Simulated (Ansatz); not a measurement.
# A point defect in HfO2: Hf interstitial

An exercise on one series of results from a longer session: the logs are not shown, and one member is left open.

Computed with Ansatz 0.2.0 (DFT PBEsol, scalar-relativistic, plane waves, PAW, unless a step's input says otherwise).

## The system as given

It takes space group P4_2/mnm (No. 136, tetragonal). Conventional cell: a = 4.814 Å, b = 4.814 Å, c = 3.205 Å, α = 90.00°, β = 90.00°, γ = 90.00°. Hf (site symmetry mmm) has 6 O at 2.08 Å as nearest neighbours. O (site symmetry m2m) has 3 Hf at 2.08 Å as nearest neighbours.

As a file:

```cif
data_structure
_symmetry_space_group_name_H-M 'P 1'
_symmetry_Int_Tables_number 1
_cell_length_a 4.8135
_cell_length_b 4.8135
_cell_length_c 3.2054
_cell_angle_alpha 90.000
_cell_angle_beta 90.000
_cell_angle_gamma 90.000
_cell_volume 74.27
loop_
_atom_site_label
_atom_site_type_symbol
_atom_site_fract_x
_atom_site_fract_y
_atom_site_fract_z
_atom_site_occupancy
Hf1 Hf 0.00000 0.00000 0.00000 1
Hf2 Hf 0.50000 0.50000 0.50000 1
O1 O 0.19496 0.80504 0.50000 1
O2 O 0.30504 0.30504 0.00000 1
O3 O 0.69496 0.69496 0.00000 1
O4 O 0.80504 0.19496 0.50000 1
```

The structure comes from the Materials Project (structure only).

Set-up of the first run:

(A quick probe on a coarse mesh, which set the mesh and smearing, is not shown.)

File input.yaml:

```yaml
crystal:
  lattice:
    - [4.81353299, 0.0, 0.0]
    - [0.0, 4.81353299, 0.0]
    - [0.0, 0.0, 3.20541541]
  atoms:
    - { symbol: Hf, position: [0.0, 0.0, 0.0] }
    - { symbol: Hf, position: [0.5, 0.5, 0.5] }
    - { symbol: O, position: [0.19495512, 0.80504488, 0.5] }
    - { symbol: O, position: [0.30504488, 0.30504488, 0.0] }
    - { symbol: O, position: [0.69495512, 0.69495512, 0.0] }
    - { symbol: O, position: [0.80504488, 0.19495512, 0.5] }
basis:
  ecutwfc: 420
kpoints:
  mp_grid: { grid: [6, 6, 8] }
hamiltonian:
  xc: pbesol
scf:
  occupations: { method: gaussian, width: 0.02 }
output:
  forces: true
  stress: true
  eigenvalues: true
  write_density: true
  write_potential: true
  elf: true
  volumetric_format: npy
relax:
  adjacent_minimum: "off"
  f_tol: 0.005
  max_steps: 80
  cell: { stress_tol: 0.05 }
```

Run with:

```console
$ ansatz run input.yaml --threads 4 --pin off --max-ram 10240MiB --backend cpu --events-out ev --progress --plain --runs-dir out
```

Steps of the session up to this table: Relaxing cell and atoms; The gap over the whole zone of the host; Screening of the host, by linear response; The perfect supercell; Relaxing the defect, charge 0; More of the same log: Hf interstitial, charge +0, atoms relaxed at the host's cell; Relaxing the defect, charge +1; Relaxing the defect, charge +2; Charge state +3; More of the same log: Hf interstitial, charge +3, atoms relaxed at the host's cell.

One table of the session follows, with a row left open; its other results are not shown here.

It belongs to the step «Putting the energies together». 

| charge | image and alignment correction (eV) | over the neutral state, Fermi level at the valence top (eV) | formation energy (eV) |
| --- | --- | --- | --- |
| +3 | 3.136 | -9.928 | -6.34 |
| +2 | 1.936 | -7.055 | -3.47 |
| +1 | ? | ? | ? |
| 0 | 0.000 | 0.000 | 3.59 |

**Question.** Estimate the row for charge = +1.

Worked estimate for «image and alignment correction (eV)». A straight line through the neighbours (2, 1.936) and (0, 0.000) gives 1.936 + (0.000 − 1.936) × (1 − 2) / (0 − 2) = 0.968; a parabola fitted to 3 rows on both sides gives 0.891.

As computed: image and alignment correction (eV): 0.919; over the neutral state, Fermi level at the valence top (eV): -3.484; formation energy (eV): 0.11. In «image and alignment correction (eV)» the line misses by +0.049 and the parabola by -0.028.

Atoms are taken from and returned to the elements' standard states: Hf -15598.025 eV an atom at this level. Charged cells are corrected for image charges with the static dielectric tensor and aligned with the host's potential at far atoms (ansatz place-levels); the valence top of the host lies at 12.375 eV on the runs' scale, and no band-filling term is added.
